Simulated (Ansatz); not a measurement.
# GeO2: pressure 30 GPa

Start from GeO2 in the rutile structure (space group P4_2/mnm, No. 136; a = 4.488 Å, c = 2.905 Å).

One thing is altered: a hydrostatic pressure of 30 GPa.

Level of theory: Ansatz (a program for electronic structure), PBE, PAW, cutoff 420 eV, without spin-orbit coupling. k-mesh 8×8×11 (Γ-centred); smearing 0.05 eV (Fermi–Dirac).

| quantity | base | changed | shift |
|---|---|---|---|
| volume per atom | 9.75 Å³ | 8.72 Å³ | -1.03 Å³ |
| density | 5.94 g/cm³ | 6.64 g/cm³ | +0.70 g/cm³ |
| lattice parameter a | 448.8 pm | 428.7 pm | -20.03 pm |
| c/a ratio | 0.647 | 0.664 | +0.017 |
| shortest interatomic distance | 189.9 pm | 184.2 pm | -5.7 pm |
| enthalpy H = E + PV relative to the base's energy | – | +1.72 eV/atom | – |
| band gap | 1.23 eV | 2.63 eV | +1.40 eV |
| gap character | direct at Γ | direct at Γ | – |
| width of the top valence band | 1.79 eV | 2.04 eV | +0.25 eV |
| electron mass | 0.19 mₑ along c, 0.22 mₑ across (at Γ) | 0.25 mₑ along c, 0.31 mₑ across (at Γ) | – |
| valence-band top at Γ (three highest levels, from the VBM) | 0.00, -0.79, -0.79 eV | 0.00, -0.86, -0.86 eV | – |

Cost of the whole job for the changed cell (relaxation, final SCF and bands): about 80 core-seconds (a rough figure).

Load acts through the strain it causes; cell and atoms are relaxed under it. Masses are band curvatures over ±0.01 Å⁻¹ around the edge. Stability against distortions was not tested. No other phases were tried under pressure.
